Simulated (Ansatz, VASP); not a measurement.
# Cross-check of Ga2Pt between VASP and Ansatz, part 2 of 2

One calculation is typed for both programs; each brings its own data sets. How far apart do they land? The cell is taken from a series of runs on this material, whose earlier steps may have relaxed, scaled, displaced or heated it; both programs get it as it stands.

VASP 6.6.1 and Ansatz 0.2.0.

So far: The starting structure; VASP: relaxation of cell and atoms, PBEsol, spin-orbit coupling.

### Step 3. Ansatz: relaxation of cell and atoms, PBEsol, spin-orbit coupling

Level of this step: Ansatz beside VASP: Kohn-Sham DFT, plane waves, PBEsol, spin-orbit coupling (Ansatz).

Ansatz runs on its fully relativistic PAW (standard-fr) files.

The same cell, functional, mesh and smearing now go to Ansatz, which takes its cutoff from its data sets.

File input.yaml:

```yaml
crystal:
  lattice:
    - [0.0, 2.9555, 2.9555]
    - [2.9555, 0.0, 2.9555]
    - [2.9555, 2.9555, 0.0]
  atoms:
    - { symbol: Ga, position: [0.25, 0.25, 0.25] }
    - { symbol: Ga, position: [0.75, 0.75, 0.75] }
    - { symbol: Pt, position: [0.0, 0.0, 0.0] }
kpoints:
  mp_grid: { grid: [10, 10, 10] }
hamiltonian:
  xc: pbesol
  pseudopotentials: { kind: paw_fr }
scf:
  occupations: { method: gaussian, width: 0.1 }
output:
  forces: true
  stress: true
  eigenvalues: true
magnetization:
  noncollinear: true
  spin_orbit: true
relax:
  adjacent_minimum: "off"
  f_tol: 0.005
  max_steps: 60
  cell: { stress_tol: 0.03 }
```

Launch:

```sh
$ ansatz run input.yaml --threads 4 --pin off --max-ram 8192MiB --backend cpu --events-out ev --progress --plain --runs-dir out
```

Numbers of over 12 decimals in the logs are rounded to 6 here.

What it wrote:

```text
Engine: ansatz 0.2.0, aarch64-unknown-linux-gnu
Pseudopotentials: kind: paw_fr
Pseudopotential: Ga, paw_fr, valence charge 13, recommended cutoff 420 eV (normal), Ga.paw.azcp#standard-fr
Pseudopotential: Pt, paw_fr, valence charge 18, recommended cutoff 420 eV (normal), Pt.paw.azcp#standard-fr
Functional definition: PBEsol
  exchange = pbesol_x
  correlation = pbesol_c
non-collinear run that drives no moment, with spin-orbit: no starting moment large enough to seed its density (crystal.atoms[].spin), no starting occupations that ask for one, no magnetisation constraint and no magnetic field, so the semilocal B_xc is pinned to zero
Crystal: 3 atoms, lattice volume = 51.632 Å³
Basis set: ecut = 420 eV, 965 PW (Γ), exchange–correlation on 60×60×60 points (8 copies of the dense FFT grid, shifted against one another)
Bands: 54, of which v1, the nominal top of the filled ones, is band 44 counted from 1 (43 counted from 0)
Symmetry: 48 space group operations + 48 with time reversal
Magnetic group: BNS 225.117 (UNI 1619), of the structure as read, at distance tolerance 3.7e-5 Å
k-points: 47 of 1000
Projection manifold: j_resolved (fully-relativistic pseudo-atomic orbitals)
Non-local potential: Ga, projectors of the file, l = 0: 2, l = 1: 4, l = 2: 6, l = 3: 2
Non-local potential: Pt, projectors of the file, l = 0: 3, l = 1: 4, l = 2: 4, l = 3: 2
PAW form: soft (Blöchl's): semilocal exchange-correlation on the pseudo side does not see the compensation charge
PAW frozen core: Ga, regenerated for the run's functional, and the local potential with it (the file was generated under x = pbe(κ = 0.804, μ = 0.219515), c = pbe(β = 0.066725))
PAW frozen core: Pt, regenerated for the run's functional, and the local potential with it (the file was generated under x = pbe(κ = 0.804, μ = 0.219515), c = pbe(β = 0.066725))
PAW one-centre angular grid: Ga, 590 points (default); XC on 64 Gauss nodes
PAW one-centre angular grid: Pt, 590 points (default); XC on 64 Gauss nodes
Initial density: superposition of atomic densities (chi_scale 0.1, normalization cell, long waves kept (reshape's long-wave potential 0.00 eV rms))
Initial wavefunctions: pseudopotential atomic-orbital guess
Functional: x = pbesol(κ = 0.804, μ = 0.123457), c = pbesol(β = 0.046)
SCF iter   1: F=—  HF=-19907.904835 eV  |F-HF|=—  |Δ(HF+E_count)|=         —  Δρ=1.16e-1  dr2=9.03e0  dr2_m=0.00e0 (ungated)  ethr=3.10e-3  |M|=0.00e0 ∫|m|=0.00e0 μB  |m|>n=0.0e0 m-floor=0.0e0 τ_xc=0.0e0  β_m=0.30  ⟨swp⟩=5.5  Hψ=5369  notcnv=0  defer=22
preconditioner: auto → Kerker (q_TF=auto, 2.657 Å⁻¹)  [metal: Δε(μ)=0.038 eV  Ē_g=15.106 eV  σ=0.100 eV  W_gap=0.21  n_scr=14 (ndim 8)  ℏωp=31.0 eV  f_vac=0.006  D(μ)=1.72/eV (n_scr^D=14)]
spin=Noncollinear: Kerker preconditioning applied to the charge; magnetization (m_x, m_y, m_z) channels mix plain (no charge-response kernel on spin).
SCF iter   2: F=—  HF=-19906.440501 eV  |F-HF|=—  |Δ(HF+E_count)|=    1.46e0  Δρ=5.86e-2  dr2=1.94e0  dr2_m=0.00e0 (ungated)  ethr=3.10e-3  |M|=0.00e0 ∫|m|=0.00e0 μB  |m|>n=0.0e0 m-floor=0.0e0 τ_xc=0.0e0  β_m=0.43  ⟨swp⟩=2.0  Hψ=1905  notcnv=0  defer=212
preconditioner: auto → none  [insulator: Δε(μ)=0.099 eV  Ē_g=14.959 eV  σ=0.100 eV  W_gap=0.51  n_scr=14 (ndim 8)  ℏωp=31.0 eV  f_vac=0.012  D(μ)=1.20/eV (n_scr^D=8)  ε∞_Penn≈5.3]
SCF iter   3: F=—  HF=-19906.025681 eV  |F-HF|=—  |Δ(HF+E_count)|=   4.15e-1  Δρ=1.50e-2  dr2=4.47e-2  dr2_m=0.00e0 (ungated)  ethr=3.10e-3  |M|=0.00e0 ∫|m|=0.00e0 μB  |m|>n=0.0e0 m-floor=0.0e0 τ_xc=0.0e0  β_m=0.59  ⟨swp⟩=2.0  Hψ=1659  notcnv=0  defer=212
SCF iter   4: F=—  HF=-19906.040960 eV  |F-HF|=—  |Δ(HF+E_count)|=   1.53e-2  Δρ=4.48e-3  dr2=1.56e-2  dr2_m=0.00e0 (ungated)  ethr=1.02e-4  |M|=0.00e0 ∫|m|=0.00e0 μB  |m|>n=0.0e0 m-floor=0.0e0 τ_xc=0.0e0  β_m=0.53  ⟨swp⟩=2.1  Hψ=2408  notcnv=0  defer=216
SCF iter   5: F=—  HF=-19906.036879 eV  |F-HF|=—  |Δ(HF+E_count)|=   4.08e-3  Δρ=1.39e-3  dr2=2.02e-3  dr2_m=0.00e0 (ungated)  ethr=3.54e-5  |M|=0.00e0 ∫|m|=0.00e0 μB  |m|>n=0.0e0 m-floor=0.0e0 τ_xc=0.0e0  β_m=0.51  ⟨swp⟩=2.2  Hψ=1884  notcnv=0  defer=216
SCF iter   6: F=—  HF=-19906.036483 eV  |F-HF|=—  |Δ(HF+E_count)|=   3.95e-4  Δρ=3.13e-4  dr2=7.54e-5  dr2_m=0.00e0 (ungated)  ethr=4.58e-6  |M|=0.00e0 ∫|m|=0.00e0 μB  |m|>n=0.0e0 m-floor=0.0e0 τ_xc=0.0e0  β_m=0.75  ⟨swp⟩=2.0  Hψ=1437  notcnv=0  defer=216
SCF iter   7: F=—  HF=-19906.036459 eV  |F-HF|=—  |Δ(HF+E_count)|=   2.48e-5  Δρ=6.91e-5  dr2=4.18e-6  dr2_m=0.00e0 (ungated)  ethr=1.71e-7  |M|=0.00e0 ∫|m|=0.00e0 μB  |m|>n=0.0e0 m-floor=0.0e0 τ_xc=0.0e0  β_m=0.88  ⟨swp⟩=2.0  Hψ=1629  notcnv=0  defer=216
SCF iter   8: F=—  HF=-19906.036457 eV  |F-HF|=—  |Δ(HF+E_count)|=   1.21e-6  Δρ=1.49e-5  dr2=2.19e-7  dr2_m=0.00e0 (ungated)  ethr=9.51e-9  |M|=0.00e0 ∫|m|=0.00e0 μB  |m|>n=0.0e0 m-floor=0.0e0 τ_xc=0.0e0  β_m=0.94  ⟨swp⟩=2.0  Hψ=1526  notcnv=0  defer=216
[...]
Crystal: 3 atoms, lattice volume = 51.736 Å³
Projection manifold: j_resolved (fully-relativistic pseudo-atomic orbitals)
iter 1 solved again at ethr=4.03e-9 eV; its pass at ethr=3.10e-3 eV (dr2=1.77e-6 eV) is discarded
[...]
SCF iter   4: F=-19906.036502 eV  HF=-19906.036502 eV  |F-HF|=5.35e-10  |Δ(HF+E_count)|=   2.19e-9  Δρ=3.47e-6  dr2=4.57e-9  dr2_m=0.00e0 (ungated)  ethr=3.37e-11  |M|=0.00e0 ∫|m|=0.00e0 μB  |m|>n=0.0e0 m-floor=0.0e0 τ_xc=0.0e0  ⟨swp⟩=4.0  Hψ=3902  notcnv=0
SCF 3 converged in 4 iterations: F = -19906.036502 eV  dr2 = 4.57e-9
relax step   3: F+E_penalty+E_count = -19906.03650217 eV  Δ(F+E_penalty+E_count) = -1.904e-5 eV  max|allowed force component| = 1.611e-16 eV/Å  Δτ_max = 0.0000 Å  P = -0.000 GPa  Ω = 51.736 Å³  energy of the carried Pulay correction = -4.093e-5 eV  (4 SCF iters, dr2 threshold 1.48e-8 eV, accepted)
Projection manifold: j_resolved (fully-relativistic pseudo-atomic orbitals)
Initial wavefunctions: pseudopotential atomic-orbital guess (no wavefunctions were taken with the density)
iter 1 solved again at ethr=2.83e-8 eV; its pass at ethr=3.10e-3 eV (dr2=1.25e-5 eV) is discarded
SCF iter   1: F=—  HF=-19906.036540 eV  |F-HF|=—  |Δ(HF+E_count)|=         —  Δρ=4.38e-6  dr2=4.49e-9  dr2_m=0.00e0 (ungated)  ethr=2.83e-8  |M|=0.00e0 ∫|m|=0.00e0 μB  |m|>n=0.0e0 m-floor=0.0e0 τ_xc=0.0e0  β_m=0.30  ⟨swp⟩=3.4  Hψ=9127  notcnv=0
spin=Noncollinear: Kerker preconditioning applied to the charge; magnetization (m_x, m_y, m_z) channels mix plain (no charge-response kernel on spin).
SCF iter   2: F=—  HF=-19906.036538 eV  |F-HF|=—  |Δ(HF+E_count)|=   1.50e-6  Δρ=3.66e-6  dr2=3.47e-9  dr2_m=0.00e0 (ungated)  ethr=1.02e-11  |M|=0.00e0 ∫|m|=0.00e0 μB  |m|>n=0.0e0 m-floor=0.0e0 τ_xc=0.0e0  β_m=0.47  ⟨swp⟩=2.8  Hψ=2471  notcnv=0
SCF iter   3: F=—  HF=-19906.036538 eV  |F-HF|=—  |Δ(HF+E_count)|=  7.71e-10  Δρ=1.71e-6  dr2=1.20e-9  dr2_m=0.00e0 (ungated)  ethr=7.88e-12  |M|=0.00e0 ∫|m|=0.00e0 μB  |m|>n=0.0e0 m-floor=0.0e0 τ_xc=0.0e0  β_m=0.63  ⟨swp⟩=1.0  Hψ=1269  notcnv=0
SCF iter   4: F=—  HF=-19906.036538 eV  |F-HF|=—  |Δ(HF+E_count)|=  2.69e-10  Δρ=4.51e-7  dr2=1.95e-10  dr2_m=0.00e0 (ungated)  ethr=2.73e-12  |M|=0.00e0 ∫|m|=0.00e0 μB  |m|>n=0.0e0 m-floor=0.0e0 τ_xc=0.0e0  β_m=0.82  ⟨swp⟩=2.1  Hψ=1405  notcnv=0
SCF iter   5: F=—  HF=-19906.036538 eV  |F-HF|=—  |Δ(HF+E_count)|=  1.13e-10  Δρ=1.49e-7  dr2=1.69e-11  dr2_m=0.00e0 (ungated)  ethr=1.00e-12  |M|=0.00e0 ∫|m|=0.00e0 μB  |m|>n=0.0e0 m-floor=0.0e0 τ_xc=0.0e0  β_m=0.91  ⟨swp⟩=2.0  Hψ=1397  notcnv=0
SCF iter   6: F=-19906.036538 eV  HF=-19906.036538 eV  |F-HF|=0.00e0  |Δ(HF+E_count)|=  1.09e-11  Δρ=5.73e-8  dr2=1.97e-12  dr2_m=0.00e0 (ungated)  ethr=1.00e-12  |M|=0.00e0 ∫|m|=0.00e0 μB  |m|>n=0.0e0 m-floor=0.0e0 τ_xc=0.0e0  ⟨swp⟩=5.4  Hψ=5142  notcnv=0
SCF 4 converged in 6 iterations: F = -19906.036538 eV  dr2 = 1.97e-12
relax step   4: F+E_penalty+E_count = -19906.03653810 eV  Δ(F+E_penalty+E_count) = -3.592e-5 eV  max|allowed force component| = 1.156e-16 eV/Å  Δτ_max = 0.0000 Å  P = -0.001 GPa  Ω = 51.736 Å³  stress off target by 5.49e-4 GPa  SCF on the basis re-selected at this cell (its energy is not comparable with the rows above)  (6 SCF iters)
basis re-selected at this cell: Δ(F+E_penalty+E_count) = -3.592e-5 eV, ΔP = -0.000 GPa vs the last step (what re-selecting the basis moved, of the pressure what is left beyond the Pulay correction that the steps carried, after the strain that the cell walked since its last selection, with what the two solves' SCF thresholds leave and, on support functions, any second-order correction that the steps lacked; it is no m [...]
SCF converged after 6 iterations
Magnetization: |M| = 0.0000 μB,  M = (+0.0000, +0.0000, +0.0000) μB
Absolute magnetization: 0.0000 μB (∫|m|)
  site 0: m = (+0.0000, +0.0000, +0.0000) μB, |m| = 0.0000 μB  (R = 1.06 Å)
  site 1: m = (+0.0000, +0.0000, +0.0000) μB, |m| = 0.0000 μB  (R = 1.06 Å)
  site 2: m = (+0.0000, +0.0000, +0.0000) μB, |m| = 0.0000 μB  (R = 1.06 Å)
Free energy (F): -19906.036538 eV
Harris-Foulkes:  -19906.036538 eV  (|F-HF|=0.00e0)
Internal energy: -19906.031020 eV  (E = F + TS)
E sigma→0 (E₀):  -19906.033779 eV
Entropy (-TS):   -0.005518 eV (-1.839 meV/atom)
Fermi energy:    13.602971 eV
--- Per-component energies (eV) ---
  E_band       = -287.205405
  E_kinetic    = 872.347765
  E_local      = -5579.674737  (includes V_loc(G=0)·N_el)
  E_nonlocal   = 1042.534765
  E_hartree    = 2455.197012
  E_xc         = -399.059289
  E_vxc        = -420.952817  (∫ρ·V_xc dr)
  E_paw        = -13242.885175  (= ΣΔE_a)
  E_vpaw       = -1111.854476  (= ΣTr[D̂ρ^β])
  E_aug_tail   = -0.000033  (compensation charges beyond the density's cutoff)
  E_ewald      = -5056.515371
  E_core_change = 2.024043  (= ΣΔE_core)
  E_smearing   = -0.005518  (= −TS)
  E_closure    = -0.000000  (closes the sum)
  Σ components = -19906.036538   (vs F -19906.036538, Δ=0.00e0)
--- Forces (eV/Å), atoms counted from 1 ---
  atom   1  Ga     0.00000000     0.00000000     0.00000000
  atom   2  Ga    -0.00000000    -0.00000000    -0.00000000
  atom   3  Pt    -0.00000000    -0.00000000    -0.00000000
  max |Σ_I F_I| component: 4.68e-29 eV/Å
--- Stress (GPa, compression-positive) ---
       -0.000549       0.000000       0.000000
        0.000000      -0.000549       0.000000
        0.000000       0.000000      -0.000549
  P = ⅓ Tr σ = -0.0005 GPa (-0.005 kbar)
--- Band table (eV; the first three rows and the last of 47) ---
  k-point 0: bands = [... 40 lower, 13.7800, 13.7800, 17.6353, 17.6353, 18.7806, 18.7806, 18.7806, 18.7806, ... 6 higher]
  k-point 1: bands = [... 40 lower, 13.9815, 13.9815, 16.4201, 16.4201, 17.6743, 17.6743, 18.0250, 18.0250, ... 6 higher]
  k-point 2: bands = [... 40 lower, 13.6119, 13.6119, 15.4575, 15.4575, 16.5357, 16.5357, 17.0544, 17.0544, ... 6 higher]
  k-point 46: bands = [... 40 lower, 10.9387, 10.9387, 11.2249, 11.2249, 12.6945, 12.6945, 17.6255, 17.6255, ... 6 higher]
--- Relaxed structure (3 steps of the walk, 3 accepted, 1 SCFs on fresh bases) ---
  F+E_penalty+E_count = -19906.03653810 eV   max|allowed force component| = 1.156e-16 eV/Å   (the final SCF, on the basis selected at the relaxed cell)
  cell:  # Å, volume = 51.7355 Å³
    - [0, 2.957465, 2.957465]
    - [2.957465, 0, 2.957465]
    - [2.957465, 2.957465, 0]
  atoms:
    - { symbol: Ga, position: [0.25, 0.25, 0.25] }
    - { symbol: Ga, position: [0.750000, 0.750000, 0.750000] }
    - { symbol: Pt, position: [0, 0, 0] }
```

In the SCF lines HF is the Harris–Foulkes energy and dr2 the Hartree energy of the density residual, in eV; the loop may stop once dr2 is under the threshold and the program's other checks hold. Hψ counts applications of the Hamiltonian.

### Step 4. Differences

Known differences besides the potentials themselves: spin-orbit coupling enters by fully relativistic files in Ansatz and inside the spheres in VASP; the data sets hold 44 valence electrons in Ansatz (on its fully relativistic PAW (standard-fr) files) and 36 in VASP; the cutoff is 420 eV in Ansatz and 500 eV in VASP; Ansatz makes its cores anew for this functional, VASP keeps those of its PBE data sets; Ansatz adds a Pulay correction to the stress that steers its cell, VASP none. Total energies have different zeros and are not compared.

The two programs side by side:

```csv
quantity,Ansatz,VASP,difference
volume (Å³),51.74,51.81,-0.15 %
"edge a after relaxation, in the typed setting (Å)",4.183,4.185,-0.05 %
```

### Step 5. What came out

| Quantity | Value |
| --- | --- |
| difference in volume (relaxation of cell and atoms, PBEsol, spin-orbit coupling) | -0.15 % |

**Reading.** The difference in volume is -0.15 % (relaxation of cell and atoms, PBEsol, spin-orbit coupling), within the 1.2 % picked in this series as the mark of a large difference, as far as the stopping tolerances let one tell. The data sets hold unlike numbers of valence electrons (44 in Ansatz and 36 in VASP), so part of the differences comes from the potentials. How closely two codes agree says nothing of how well the functional describes the real material.

[Lines on the potential files, build, host, timing and source positions are cut from VASP's logs without a mark.]

[Logs are printed without paths, hosts, clocks, repeated set-up lines and the standing remarks that a program may print on its own settings, such as how far it seeks lower states.]

[Hosts, paths, dates, database ids (printed as entryN), source tags and the programs' standing remarks are cut or masked in the printed files.]
